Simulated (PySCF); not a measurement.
Structure problem from calculated spectra and properties.

Formula: C4H8.

* Rotational structure: rotational constants A, B, C: 22.392, 4.254, 4.156 GHz [GFN2-xTB]
* Dipole: 0.37 D [PBE0/pcSseg-1]
* 1H NMR: chemical shifts (computed TMS as zero) by class: 6.15 (1 H), 5.38 (1 H), 5.20 (1 H), 2.13 (2 H), 1.06 (3 H) ppm [GIAO PBE0/pcSseg-1]
* Couplings: largest of the computed one-bond spin–spin couplings (means over like bonds): 13C–1H +162.7, 13C–1H +160.6, 13C–1H +157.3, 13C–1H +133.1 (×2), 13C–1H +132.7 (×3), 13C–13C +78.1, 13C–13C +42.6, 13C–13C +33.3 Hz [B3LYP/pcJ-1, spin–dipole term left out]
* 13C NMR: chemical shifts (computed TMS as zero) by class: 150.2 (1 C), 120.2 (1 C), 34.1 (1 C), 17.4 (1 C) ppm [GIAO PBE0/pcSseg-1]

Gas-phase values; electronic properties from PySCF, density fitting. Levels stand in brackets. Geometry: GFN2-xTB, one conformer, isolated molecule. NMR values are class means; diastereotopic atoms form classes of their own.

Question: Propose a structure and show how it fits.

Answer: Numbering: `[CH2:1]=[CH:2][CH2:3][CH3:4]`. Its formula, C4H8, gives 1 degree of unsaturation: 0 rings and 1 π bond in the structure found. 4 carbons fall into 4 classes; from least to most shielded: alkene CH carbon [C2] (150.2 ppm), terminal =CH2 carbon [C1] (120.2 ppm), allylic carbon [C3] (34.1 ppm), methyl carbon [C4] (17.4 ppm). Hydrogen classes from least to most shielded: 1 H on an alkene CH carbon, C2 (6.15 ppm), 1 H on a terminal =CH2 carbon, C1 (5.38 ppm), 1 H on a terminal =CH2 carbon, C1 (5.20 ppm), 2 H on an allylic carbon, C3 (2.13 ppm), 3 H on a methyl carbon, C4 (1.06 ppm). The couplings run between: +162.7 Hz, terminal =CH2 carbon [C1] and its hydrogen; +160.6 Hz, terminal =CH2 carbon [C1] and its hydrogen; +157.3 Hz, alkene CH carbon [C2] and its hydrogen; +133.1 Hz, allylic carbon [C3] and its hydrogen (with 1 like pair); +132.7 Hz, methyl carbon [C4] and its hydrogen (with 2 like pairs); +78.1 Hz, terminal =CH2 carbon [C1] and alkene CH carbon [C2]; +42.6 Hz, alkene CH carbon [C2] and allylic carbon [C3]; +33.3 Hz, allylic carbon [C3] and methyl carbon [C4]. The optimised geometry has point group C1 and is an asymmetric top. Structure: `C=CCC`. Computed isomers that give other values at the same levels: `C/C=C/C` (rotational constant A: 34.969 GHz; this holds for the one conformer computed); `C1CCC1` (13C chemical shifts (computed TMS as zero) by class: 21.2 (4 C) ppm); `CC1CC1` (13C chemical shifts (computed TMS as zero) by class: 21.8 (1 C), 8.2 (1 C), 7.2 (2 C) ppm). The assignments are read from this structure; whether some other isomer fits the data as well wasn't checked.

Shape of the structure used: `[CH2:1]=[CH:2][CH2:3][CH3:4]`: C1–C2–C3–C4 118°.
